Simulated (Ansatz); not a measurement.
The system is BaTiO3.

```
Ba Ti O
1.0
     3.99980    0.00000    0.00000
     0.00000    3.99980    0.00000
     0.00000    0.00000    4.01800
Ba Ti O
1 1 3
Direct
  0.00000 0.00000 0.00000
  0.50000 0.50000 0.49000
  0.00000 0.50000 0.51700
  0.50000 0.00000 0.51700
  0.50000 0.50000 0.01900
```

* Program: Ansatz 0.2.0
* Task: relaxation of cell and atoms
* Functional: PBEsol
* Potentials or basis: Ansatz PAW
* Cutoff: 420 eV (not typed: the program's choice for these potentials)
* k mesh: 7 × 7 × 7
* Occupations: fermi-dirac, width 0.05 eV
* Spin: no spin polarisation

At the start: volume 12.86 Å³/atom.

Task: How do energy, volume and symmetry change on relaxing?

Result: It ends after 10 steps and the volume is 12.65 Å³/atom (-1.6 %); space group P4mm (No. 99, to 0.05 Å).

Step by step:
| step | energy change (eV) | largest force (eV/Å) | volume (Å³) |
| --- | --- | --- | --- |
| 1 | 0.0000 | 0.3541 | 64.28 |
| 2 | -0.0247 | 0.1197 | 62.83 |
| 3 | -0.0248 | 0.1473 | 62.93 |
| 4 | -0.0252 | 0.1377 | 62.98 |
| 5 | -0.0260 | 0.1045 | 63.11 |
| 6 | -0.0275 | 0.0142 | 63.28 |
| 7 | -0.0275 | 0.0026 | 63.30 |
| 8 | -0.0244 | 0.0029 | 63.30 |
| 9 | -0.0245 | 0.0017 | 63.27 |
| 10 | -0.0244 | 0.0017 | 63.27 |

Final structure:
```
Ba Ti O
1.0
     3.95559    0.00000    0.00000
     0.00000    3.95559    0.00000
     0.00000    0.00000    4.04339
Ba Ti O
1 1 3
Direct
  0.00000 0.00000 0.99813
  0.50000 0.50000 0.48293
  0.00000 0.50000 0.51709
  0.50000 0.00000 0.51709
  0.50000 0.50000 0.02778
```

Caveat: the plane-wave basis is chosen anew once the cell has moved, so the energies of steps on either side of that aren't comparable; the pressure holds a Pulay correction of +0.6 GPa for the finite cutoff; the PAW data sets come from PBE, with cores solved anew for the run's functional, which leaves a small shift of forces and pressure.
